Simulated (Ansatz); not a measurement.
The system is RbBr.

```
Rb Br
1.0
     0.00000    3.42700    3.42700
     3.42700    0.00000    3.42700
     3.42700    3.42700    0.00000
Rb Br
1 1
Cartesian
  0.0000 0.0000 0.0000
  3.4270 3.4270 3.4270
```

Base run:

| Quantity | Value |
| --- | --- |
| Program | Ansatz 0.2.0 |
| Functional | HSE06 form with a typed share of exact exchange |
| Potentials or basis | Ansatz PAW |
| Cutoff | 420 eV (not typed: the program's choice for these potentials) |
| k mesh | 4 × 4 × 4 |
| Occupations | fermi-dirac, width 0.05 eV |
| Spin | no spin polarisation |

Its results: band gap on the k mesh 5.11 eV, direct; pressure 0.8 GPa.

Question: The run is repeated on the same cell with these changes: screening (1/å) from 0.4 to 0.3. What comes out?

Answer: Band gap on the k mesh 5.30 eV, direct; pressure 0.8 GPa.

Caveats: the PAW data sets come from PBE, with cores solved anew for the run's functional, which leaves a small shift of forces and pressure; the thresholds are loose for stress.

